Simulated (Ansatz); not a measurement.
**TaN: two-dimensional strain map**

All numbers below come from DFT PBEsol, scalar-relativistic, plane waves, PAW in Ansatz. Settings: plane waves to 420 eV, k-mesh 12×12×16 (Γ-centred), Gaussian smearing 0.15 eV. Spin–orbit coupling is left out, which can shift energies with elements as heavy as these. No spin polarisation. Energies are free energies at this smearing, counted from the undisturbed cell; pressure is positive in compression.

Reference structure (relaxed at this level; this form isn't the usual structure):

```yaml
crystal:
  lattice:
    - [5.20509, 0.00000, 0.00000]
    - [-2.60254, 4.50774, 0.00000]
    - [0.00000, 0.00000, 2.90359]
  atoms:
    - { symbol: Ta, position: [0.00000, 0.00000, 0.00000] }
    - { symbol: Ta, position: [0.33333, 0.66667, 0.50000] }
    - { symbol: Ta, position: [0.66667, 0.33333, 0.50000] }
    - { symbol: N, position: [0.50000, 0.00000, 0.00000] }
    - { symbol: N, position: [0.50000, 0.50000, 0.00000] }
    - { symbol: N, position: [0.00000, 0.50000, 0.00000] }
```

The cell is strained by p along both x and y and by q along z, fractional coordinates fixed. Points are written (p, q).

Energy above the undisturbed cell in meV/atom (a dash: not computed):

| p \ q | -0.080 | -0.040 | 0.000 | 0.040 | 0.080 |
| --- | --- | --- | --- | --- | --- |
| -0.080 | 859.5 | 530.6 | 338.5 | 248.4 | 237.5 |
| -0.040 | 425.6 | 187.2 | 76.0 | 60.9 | 115.3 |
| 0.000 | 218.1 | 49.7 | 0.0 | 38.7 | 142.8 |
| 0.040 | 183.9 | – | 65.1 | – | 283.1 |
| 0.080 | 279.0 | 206.5 | 236.5 | 344.3 | 508.2 |

Pressure in GPa:

```csv
p \ q,-0.080,-0.040,0.000,0.040,0.080
-0.080,136.1,97.4,66.4,41.7,22.0
-0.040,81.5,51.0,27.2,8.5,-6.0
0.000,42.6,18.5,0.0,-14.2,-24.9
0.040,15.1,–,-18.5,–,-37.3
0.080,-4.0,-19.3,-30.7,-39.0,-44.9
```

Cost: 23 runs of about 15 core-minutes in all, on Intel Xeon Processor @ 2.50GHz (Skylake/Cascade Lake) (shared hosts).